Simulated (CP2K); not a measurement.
Crystal: Au.

```
Au
1.0
     2.90000    0.00000    0.00000
    -1.45000    2.51147    0.00000
     0.00000    0.00000    4.88000
Au
2
Direct
  0.66667 0.33333 0.25000
  0.33333 0.66667 0.75000
```

This isn't the form of Au at room conditions, which is fcc.

Base run:

```yaml
Program: CP2K 2026.2
Functional: TASK
Potentials_or_basis: POTENTIAL_UZH Au GTH-PBE-q11; TZVP-MOLOPT-PBE-GTH basis
Density_cutoff: 9524 eV
k_mesh: 11 × 11 × 6
Occupations: fermi-dirac, width 0.05 eV
Spin: no spin polarisation
```

Its results: band gap on the k mesh none (metal or under the smearing width); pressure -7.1 GPa.

Question: After a change of settings the same cell gave: band gap on the k mesh none (metal or under the smearing width); pressure 7.0 GPa. Which change was it?
A. functional from TASK to PBE
B. functional from TASK to PW91
C. functional from TASK to PBEsol
D. functional from TASK to LDA

Answer: B.

Caveats: the potentials were made for another functional, which shifts forces and pressure; the basis of atomic orbitals isn't converged, which shifts pressures, moduli and gaps.
